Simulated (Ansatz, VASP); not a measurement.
## Sb: VASP beside Ansatz

```
Sb
1.0
     0.00000    2.35110    2.30500
     2.35110    0.00000    2.30500
     2.35110    2.35110    0.00000
Sb
1
Cartesian
  0.0000 0.0000 0.0000
```

Change from the starting cell: equal xx and yy strain of +2 %.

Alike in both runs: task single point; functional PBEsol; k mesh 12 × 12 × 12; occupations fermi-dirac, width 0.05 eV; no spin polarisation.

```csv
,VASP,Ansatz
version,VASP 6.6.1,Ansatz 0.2.0
potentials or method,"VASP PAW PBE potentials, release 64 (Sb), cutoff 520 eV","all-electron LAPW, scalar-relativistic"
```

|  | VASP | Ansatz | Ansatz less VASP |
| --- | --- | --- | --- |
| pressure (GPa) | 2.1 | 2.1 | +0.01 |
| largest component of the traceless stress (GPa) | 0.36 | 0.37 | +0.010 |

Ansatz ran all-electron here, so the differences hold the error of VASP's frozen core and of both bases.

Caveats: the PAW data sets were made with another functional, which shifts forces and pressure a little (VASP). Spin-orbit coupling is left out, which matters for the levels of Sb.
